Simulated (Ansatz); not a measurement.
## TaN: single point with PBE

TaN:

```xyz
2
Lattice="0.0000 2.2113 2.2113 2.2113 0.0000 2.2113 2.2113 2.2113 0.0000" Properties=species:S:1:pos:R:3 pbc="T T T"
Ta    2.2113    2.2113    2.2113
N     0.0000    0.0000    0.0000
```

The cell comes from a database or a generator and needn't be the stable form of this composition.

```json
{
 "Program": "Ansatz 0.2.0",
 "Task": "single point",
 "Functional": "PBE",
 "Potentials or basis": "all-electron LAPW, scalar-relativistic",
 "Cutoff": "355 eV (chosen from the basis error)",
 "Basis error allowed": "0.001 eV/atom",
 "k mesh": "10 × 10 × 10",
 "Occupations": "gaussian, width 0.011 eV",
 "Spin": "no spin polarisation"
}
```

```json
{
  "Pressure": "-1.2 GPa",
  "Band gap on the k mesh": "none (metal or under the smearing width)"
}
```

Levels at points of the mesh, in eV from the Fermi level:
| k point | band 23 | band 24 | band 25 | band 26 | band 27 | band 28 |
| --- | --- | --- | --- | --- | --- | --- |
| (0.00, 0.00, 0.00) | -3.82 | -3.82 | -2.12 | -2.12 | -2.12 | 0.01 |
| (0.00, 0.00, -0.50) | -7.51 | -7.51 | 1.79 | 1.79 | 1.88 | 3.67 |
| (0.00, -0.50, -0.50) | -5.41 | -4.64 | -4.64 | 2.01 | 3.40 | 3.40 |

Wall time 12 s on 1 thread of Arm Neoverse V1, on a shared host, peak memory 0.33 GiB.

The run has no spin-orbit coupling, so splittings on Ta are missing.
